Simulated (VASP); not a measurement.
## Al8P7 (a cell with a defect): single point with PBE

The system is Al8P7 (a cell with a defect).

```
CELL_PARAMETERS angstrom
0.00000 5.42791 5.42791
5.42791 0.00000 5.42791
5.42791 5.42791 0.00000
ATOMIC_POSITIONS crystal
Al 0.00111 0.99917 0.00040
Al 0.00073 0.99994 0.49905
Al 0.98059 0.50684 0.00660
Al 0.00083 0.50113 0.49986
Al 0.50642 0.98313 0.00485
Al 0.50200 0.99937 0.49937
Al 0.50671 0.50547 0.00600
Al 0.50700 0.50684 0.48080
P 0.12624 0.12623 0.12360
P 0.12613 0.12514 0.62448
P 0.12634 0.62388 0.12456
P 0.62563 0.12507 0.12392
P 0.62531 0.12626 0.62456
P 0.12650 0.62472 0.62586
P 0.62539 0.62404 0.62568
```

```yaml
Program: VASP 6.6.1
Task: single point
Functional: PBE
Potentials_or_basis: VASP PAW PBE potentials, release 64 (Al, P)
Cutoff: 520 eV
k_mesh: 2 × 2 × 2
Occupations: gaussian, width 0.1 eV
Spin: no spin polarisation
Dipole_correction: no
Further_INCAR_settings: LREAL = Auto; ALGO = Normal; EDIFF = 1e-06; NBANDS = 42
```

* Pressure: 0.9 GPa
* Largest force: 0.030 eV/Å
* Band gap on the k mesh: none (metal or under the smearing width)

Forces in eV/Å, atoms in the order of the input:
```
Al  -0.001 -0.004  0.009
Al   0.007  0.004  0.012
Al  -0.015  0.014  0.021
Al  -0.009  0.003 -0.008
Al   0.012 -0.010  0.016
Al   0.007 -0.006 -0.001
Al  -0.015 -0.014 -0.013
Al   0.009  0.018 -0.018
P    0.002  0.004 -0.008
P    0.000 -0.002 -0.010
P   -0.003 -0.006  0.003
P    0.009  0.002  0.000
P   -0.001  0.002 -0.006
P   -0.004  0.001 -0.006
P    0.001 -0.005  0.006
```

Levels at points of the mesh, in eV from the Fermi level:
| k point | band 25 | band 26 | band 27 | band 28 | band 29 | band 30 | band 31 | band 32 | band 33 | band 34 |
| --- | --- | --- | --- | --- | --- | --- | --- | --- | --- | --- |
| (0.00, 0.00, 0.00) | -1.06 | -1.06 | -0.60 | -0.60 | -0.60 | 1.14 | 1.14 | 1.51 | 2.11 | 2.11 |
| (0.50, 0.00, 0.00) | -1.35 | -1.34 | -1.24 | -0.82 | -0.82 | 0.04 | 2.02 | 2.02 | 2.45 | 2.50 |
| (0.00, 0.50, 0.00) | -1.34 | -1.34 | -1.25 | -0.82 | -0.82 | 0.05 | 2.02 | 2.03 | 2.44 | 2.50 |
| (0.00, 0.00, 0.50) | -1.35 | -1.34 | -1.24 | -0.82 | -0.82 | 0.05 | 2.02 | 2.02 | 2.45 | 2.50 |
| (0.50, 0.50, 0.50) | -1.34 | -1.34 | -1.25 | -0.82 | -0.82 | 0.05 | 2.02 | 2.03 | 2.44 | 2.50 |
| (0.50, 0.50, 0.00) | -1.49 | -1.49 | -1.30 | -1.15 | -0.67 | -0.23 | 1.76 | 1.77 | 2.56 | 2.60 |
| (0.00, 0.50, 0.50) | -1.49 | -1.49 | -1.30 | -1.15 | -0.67 | -0.23 | 1.76 | 1.77 | 2.56 | 2.60 |
| (0.50, 0.00, 0.50) | -1.49 | -1.49 | -1.30 | -1.15 | -0.67 | -0.23 | 1.76 | 1.77 | 2.56 | 2.60 |

Run time: 3.2 min on 1 thread of Intel(R) Xeon(R) Platinum 8259CL CPU @ 2.50GHz (Skylake/Cascade Lake) (shared host), peak memory 0.48 GiB.

Caveat: the k mesh is coarse (spacing up to 0.50 Å⁻¹), so the values aren't converged.
